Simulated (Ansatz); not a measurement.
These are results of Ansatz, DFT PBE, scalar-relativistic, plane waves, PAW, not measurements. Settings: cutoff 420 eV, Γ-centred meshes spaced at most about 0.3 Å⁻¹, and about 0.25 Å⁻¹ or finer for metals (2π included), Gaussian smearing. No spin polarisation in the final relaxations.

Temperature and zero-point effects are left out.

Compare these two cells of P, each relaxed at this level.

A.

```
P
1.0
    -3.93905    3.93905    3.21916
     3.93905   -3.93905    3.21916
     3.93905    3.93905   -3.21916
P
8
Direct
  0.27679 0.40717 0.75050
  0.65667 0.52629 0.24950
  0.27629 0.90667 0.74950
  0.15717 0.52679 0.25050
  0.09333 0.84283 0.36962
  0.47321 0.72371 0.63038
  0.59283 0.34333 0.86962
  0.47371 0.72321 0.13038
```

B.

```
P
1.0
     4.60558    0.00000    0.00000
     0.00000    4.60558    0.00000
     0.00000    0.00000    5.80066
P
6
Direct
  0.00000 0.00000 0.25000
  0.00000 0.00000 0.75000
  0.66789 0.18561 0.50000
  0.33211 0.81439 0.50000
  0.81439 0.66789 0.00000
  0.18561 0.33211 0.00000
```

**Question.** Which form is favoured at zero pressure, and by what margin per atom?

**Answer.** A is lower, by 248 meV/atom. A has space group I-42d (No. 122), 25.0 Å³/atom and a gap of 1.60 eV on its mesh; B has space group P4_2/m (No. 84), 20.5 Å³/atom and no gap. Counting all near atoms (those within 1.25 times the shortest such distance or 1.15 times the sum of covalent radii; a slash parts the counts of unlike sites), A has P 3 and B has P 3/4. The lower one is the more open, so pressure narrows the difference. In A, around P lie 3 P at 2.25–2.26 Å. In B, P on a site of symmetry -4 is surrounded by 4 P at 2.27 Å; around P on a site of symmetry m lie 3 P at 2.27–2.31 Å. Both come from invented guesses. A third cell relaxed alike, in P2/m, lies 31 meV/atom below the lower of the two. The part of the Crystallography Open Database at hand lists P in space groups No. 2, 13, 64, 123; no cell shown has one of them.

Kohn–Sham gaps at this level usually fall short of measured ones. Cells relaxed within their symmetry can be saddle points.

The preference for A follows from phosphorus's electron count. With five valence electrons, an atom can form three single bonds and keep a lone pair, and every atom in A does so, which fits both its lower energy and its open gap. In B, the atoms with four neighbours use their would-be lone pair for bonding. If all the contacts are ordinary two-electron bonds, each such atom has an electron left over, which must enter antibonding or delocalised states. This probably explains both the missing gap and much of the 248 meV/atom penalty, though strained bond angles may add to it.

B's denser packing gains weight under compression, in line with phosphorus's known tendency towards higher coordination under pressure. Even so, A is only the better of this pair and not the ground state, since the P2/m cell lies lower still. Nor does the narrowing difference show that B ever becomes stable, because it would also have to beat the arsenic-type and simple cubic forms that phosphorus is known to adopt under pressure.
